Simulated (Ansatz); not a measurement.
# Hf2N: tests of the settings

Aim, for Hf2N: see how the k-point mesh on the displaced cell moves the results.

Program: Ansatz 0.2.0. Level of theory: DFT r2SCAN, scalar-relativistic, plane waves, PAW. These are calculated values, not measurements.

4 further runs of the same task are left out: 3 that didn't finish, 1 set aside as unsound or not needed.

## 1. Starting point

It takes space group P4_2/mnm (No. 136, tetragonal). The conventional cell has a = 5.313 Å, b = 5.313 Å, c = 3.242 Å, α = 90.00°, β = 90.00°, γ = 90.00°. Hf (site symmetry m2m) is surrounded by 3 N at 2.22 to 2.23 Å. N (site symmetry mmm) has 6 Hf at 2.22 to 2.23 Å as nearest neighbours.

Structure file:

```xyz
6
Lattice="5.3131 0.0000 0.0000 0.0000 5.3131 0.0000 0.0000 0.0000 3.2421" Properties=species:S:1:pos:R:3 pbc="T T T"
Hf    1.5702    1.5702    0.0000
Hf    3.7429    3.7429    0.0000
Hf    4.2268    1.0863    1.6210
Hf    1.0863    4.2268    1.6210
N     0.0000    0.0000    0.0000
N     2.6566    2.6566    1.6210
```

The structure comes from the Materials Project (structure only); it is used as listed.

## 2. The base input

The input, input.yaml:

```yaml
crystal:
  lattice:
    - [5.31312402, 0.0, 0.0]
    - [0.0, 5.31312402, 0.0]
    - [0.0, 0.0, 3.24209839]
  atoms:
    - { symbol: Hf, position: [0.29553637, 0.29553637, 0.0] }
    - { symbol: Hf, position: [0.70446363, 0.70446363, 0.0] }
    - { symbol: Hf, position: [0.79553637, 0.20446363, 0.5] }
    - { symbol: Hf, position: [0.20446363, 0.79553637, 0.5] }
    - { symbol: "N", position: [0.0, 0.0, 0.0] }
    - { symbol: "N", position: [0.5, 0.5, 0.5] }
basis:
  ecutwfc: 500
kpoints:
  mp_grid: { grid: [8, 8, 12] }
hamiltonian:
  xc: r2scan
scf:
  occupations: { method: gaussian, width: 0.1 }
output:
  forces: true
  stress: true
  eigenvalues: true
  populations: true
```

Its results, from an earlier run: -10618.3268 eV/atom at zero smearing, pressure 1.44 GPa, largest force 0.017 eV/Å, no gap on the mesh, in 8 SCF cycles and 2.4 min.

The runs on the displaced cell use a copy made earlier, with the atoms moved and the axes strained (about 1 %) at random, so that forces and shear stress do not vanish.

## 3. K-point mesh on the displaced cell: 1×1×1

The input, input.yaml:

```yaml
crystal:
  lattice:
    - [5.3693977654, 0.0676091837, -0.0100803791]
    - [0.0676091837, 5.3410076941, -0.0219378807]
    - [-0.0061511044, -0.0133866191, 3.2797232594]
  atoms:
    - { symbol: Hf, position: [0.3051421287, 0.3155232424, 0.002289441] }
    - { symbol: Hf, position: [0.7149827838, 0.7047324257, -0.0067798012] }
    - { symbol: Hf, position: [0.7914297399, 0.2086445349, 0.4845145773] }
    - { symbol: Hf, position: [0.2056250317, 0.802480848, 0.5019572923] }
    - { symbol: "N", position: [0.002583613, 0.0049123148, -0.0173675411] }
    - { symbol: "N", position: [0.5018637063, 0.5025965176, 0.5211968231] }
basis:
  ecutwfc: 500
kpoints:
  mp_grid: { grid: [1, 1, 1] }
hamiltonian:
  xc: r2scan
scf:
  occupations: { method: gaussian, width: 0.1 }
output:
  forces: true
  stress: true
  eigenvalues: true
```

Launch:

```
> ansatz run input.yaml --threads 1 --pin off --max-ram 2560MiB --backend cpu --events-out ev --progress --plain --runs-dir out
```

The session goes on with these runs: K-point mesh on the displaced cell set to 1×1×2; K-point mesh on the displaced cell set to 2×2×4; K-point mesh on the displaced cell set to 4×4×6.

What results come out of these runs, taken together?

The runs gave:

| quantity | value |
| --- | --- |
| k-point mesh on the displaced cell: within 10 and 1 meV/atom of 6×6×8 from | 4×4×6 for 10; none of the others for 1 |

What this shows: The last step in the k-point mesh on the displaced cell still changes the energy by 4.19 meV/atom: the series is not settled to 1 meV/atom. The gaps on the coarsest meshes are artefacts of sampling: the crystal is a metal on the dense ones. The error changes sign along the series, since a k mesh isn't variational, and a metal needs dense meshes to resolve its Fermi surface. Forces come within 0.01 eV/Å only at the reference itself. These runs have no spin-orbit coupling; with Hf it would split and shift bands.
